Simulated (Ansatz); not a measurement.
Input, command and steps of an Ansatz relaxation.

```yaml
crystal:
  lattice:
    - [2.4709073542, 1.4265790261, 4.6634305105]
    - [-2.4709073542, 1.4265790261, 4.6634305105]
    - [0.0, -2.8531580522, 4.6634305105]
  atoms:
    - { symbol: V, position: [0.35, 0.35, 0.35], spin: 1.69 }
    - { symbol: V, position: [0.15, 0.15, 0.15], spin: 1.69 }
    - { symbol: V, position: [0.65, 0.65, 0.65], spin: 1.69 }
    - { symbol: V, position: [0.85, 0.85, 0.85], spin: 1.69 }
    - { symbol: O, position: [0.95, 0.25, 0.55] }
    - { symbol: O, position: [0.55, 0.95, 0.25] }
    - { symbol: O, position: [0.25, 0.55, 0.95] }
    - { symbol: O, position: [0.05, 0.75, 0.45] }
    - { symbol: O, position: [0.45, 0.05, 0.75] }
    - { symbol: O, position: [0.75, 0.45, 0.05] }
basis:
  ecutwfc: 500
kpoints:
  mp_grid: { grid: [6, 6, 6] }
hamiltonian:
  xc: r2scan
scf:
  occupations: { method: gaussian, width: 0.1 }
  lower_state_search: "off"
output:
  forces: true
  stress: true
  eigenvalues: true
  populations: true
magnetization:
  spin_polarized: true
relax:
  adjacent_minimum: "off"
  f_tol: 0.04
  max_steps: 70
  cell: { stress_tol: 0.4 }
```

```bash
ansatz run input.yaml --threads 1 --pin off --max-ram 3072MiB --backend cpu --events-out ev --progress --plain --runs-dir out
```

Theory: Ansatz, DFT r2SCAN, scalar-relativistic, plane waves, PAW.

Of 5 frames 5 are shown, positions in Å and forces in eV/Å; the SCF threshold varies from step to step. Steps run on the plane waves of an earlier cell, with a Pulay correction in the pressure. The basis is chosen afresh for the last frame, the zero of the energies, and at times for earlier ones too; energy and pressure step there, also at an unchanged geometry.

```xyz
10
Lattice="2.4709 1.4266 4.6634 -2.4709 1.4266 4.6634 0.0000 -2.8532 4.6634" Properties=species:S:1:pos:R:3:forces:R:3 pbc="T T T" step=1 free_energy_over_end_meV_per_atom=18.44 pressure_GPa=5.01
V     0.0000    0.0000    4.8966    0.0000    0.0000   -0.2162
V     0.0000    0.0000    2.0985    0.0000    0.0000    0.2162
V     0.0000    0.0000    9.0937    0.0000    0.0000    0.2162
V     0.0000    0.0000   11.8917    0.0000    0.0000   -0.2162
O     1.7296    0.1427    8.1610   -0.4260   -0.7379    0.0000
O    -0.9884    1.4266    8.1610    0.8521    0.0000    0.0000
O    -0.7413   -1.5692    8.1610   -0.4260    0.7379    0.0000
O    -1.7296   -0.1427    5.8293    0.4260    0.7379    0.0000
O     0.9884   -1.4266    5.8293   -0.8521    0.0000    0.0000
O     0.7413    1.5692    5.8293    0.4260   -0.7379    0.0000
10
Lattice="2.4983 1.4424 4.6162 -2.4983 1.4424 4.6162 0.0000 -2.8848 4.6162" Properties=species:S:1:pos:R:3:forces:R:3 pbc="T T T" step=2 free_energy_over_end_meV_per_atom=1.37 pressure_GPa=0.81
V     0.0000    0.0000    4.8155    0.0000    0.0000    0.1004
V     0.0000    0.0000    2.1088    0.0000    0.0000   -0.1004
V     0.0000    0.0000    9.0331    0.0000    0.0000   -0.1004
V     0.0000    0.0000   11.7399    0.0000    0.0000    0.1004
O     1.7245    0.1021    8.0784   -0.0557   -0.0965    0.0000
O    -0.9507    1.4424    8.0784    0.1114    0.0000    0.0000
O    -0.7738   -1.5445    8.0784   -0.0557    0.0965    0.0000
O    -1.7245   -0.1021    5.7703    0.0557    0.0965    0.0000
O     0.9507   -1.4424    5.7703   -0.1114    0.0000    0.0000
O     0.7738    1.5445    5.7703    0.0557   -0.0965    0.0000
10
Lattice="2.4907 1.4380 4.6587 -2.4907 1.4380 4.6587 0.0000 -2.8760 4.6587" Properties=species:S:1:pos:R:3:forces:R:3 pbc="T T T" step=3 free_energy_over_end_meV_per_atom=0.27 pressure_GPa=-0.08
V     0.0000    0.0000    4.8539    0.0000    0.0000    0.0717
V     0.0000    0.0000    2.1342    0.0000    0.0000   -0.0717
V     0.0000    0.0000    9.1223    0.0000    0.0000   -0.0717
V     0.0000    0.0000   11.8420    0.0000    0.0000    0.0717
O     1.7165    0.0970    8.1528   -0.0269   -0.0465    0.0000
O    -0.9422    1.4380    8.1528    0.0537    0.0000    0.0000
O    -0.7742   -1.5350    8.1528   -0.0269    0.0465    0.0000
O    -1.7165   -0.0970    5.8234    0.0269    0.0465    0.0000
O     0.9422   -1.4380    5.8234   -0.0537    0.0000    0.0000
O     0.7742    1.5350    5.8234    0.0269   -0.0465    0.0000
10
Lattice="2.4885 1.4367 4.6616 -2.4885 1.4367 4.6616 0.0000 -2.8735 4.6616" Properties=species:S:1:pos:R:3:forces:R:3 pbc="T T T" step=4 free_energy_over_end_meV_per_atom=0.12 pressure_GPa=0.13
V     0.0000    0.0000    4.8616    0.0000    0.0000   -0.0142
V     0.0000    0.0000    2.1309    0.0000    0.0000    0.0142
V     0.0000    0.0000    9.1233    0.0000    0.0000    0.0142
V     0.0000    0.0000   11.8541    0.0000    0.0000   -0.0142
O     1.7134    0.0942    8.1579    0.0005    0.0009    0.0000
O    -0.9382    1.4367    8.1579   -0.0011    0.0000    0.0000
O    -0.7751   -1.5309    8.1579    0.0005   -0.0009    0.0000
O    -1.7134   -0.0942    5.8270   -0.0005   -0.0009    0.0000
O     0.9382   -1.4367    5.8270    0.0011    0.0000    0.0000
O     0.7751    1.5309    5.8270   -0.0005    0.0009    0.0000
10
Lattice="2.4885 1.4367 4.6616 -2.4885 1.4367 4.6616 0.0000 -2.8735 4.6616" Properties=species:S:1:pos:R:3:forces:R:3 pbc="T T T" step=5 free_energy_over_end_meV_per_atom=0.00 pressure_GPa=0.13
V     0.0000    0.0000    4.8616    0.0000    0.0000   -0.0154
V     0.0000    0.0000    2.1309    0.0000    0.0000    0.0154
V     0.0000    0.0000    9.1233    0.0000    0.0000    0.0154
V     0.0000    0.0000   11.8541    0.0000    0.0000   -0.0154
O     1.7134    0.0942    8.1579    0.0007    0.0011    0.0000
O    -0.9382    1.4367    8.1579   -0.0013    0.0000    0.0000
O    -0.7751   -1.5309    8.1579    0.0007   -0.0011    0.0000
O    -1.7134   -0.0942    5.8270   -0.0007   -0.0011    0.0000
O     0.9382   -1.4367    5.8270    0.0013    0.0000    0.0000
O     0.7751    1.5309    5.8270   -0.0007    0.0011    0.0000
```

Time: 5.1 min on 1 thread of Arm Neoverse V2, with other jobs on the host, peak memory 0.87 GiB.

The state reached may not be the lowest one. The k mesh is coarse. Moments started parallel, and an antiferromagnetic order may lie lower.